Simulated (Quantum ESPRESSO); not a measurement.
MgS (Niningerite):

```
S Mg
1.0
     0.00000    2.60165    2.60165
     2.60165    0.00000    2.60165
     2.60165    2.60165    0.00000
S Mg
1 1
Direct
  0.50000 0.50000 0.50000
  0.00000 0.00000 0.00000
```

Program: Quantum ESPRESSO 7.5. Alike in all runs: task band structure; potentials or basis SG15 PBE 1.2; no spin polarisation; cell as given; cutoff (eV) 952; smearing fermi-dirac 0.05 eV.

**Question.** Order these runs on this cell by their band gap on the k mesh, lowest first.
A. level LDA; k mesh 9 × 9 × 9; SCF threshold 4e-10 Ry; form of the LDA correlation PZ81
B. level vdW-DF-cx; k mesh 9 × 9 × 9; SCF threshold 4e-10 Ry
C. level SCAN; k mesh 7 × 7 × 7; symmetry off; SCF threshold 1e-08 Ry
D. level AM05; k mesh 9 × 9 × 9; SCF threshold 4e-10 Ry
E. level M06L; k mesh 7 × 7 × 7; symmetry off; SCF threshold 1e-08 Ry

**Answer.** A (2.59 eV), D (2.87 eV), B (3.06 eV), C (3.76 eV), E (4.46 eV).

Caveats: the mesh misses the band edges, which the band path finds closer together; some levels on the path didn't converge (some runs).

Runs at the PBE level aren't shown here.
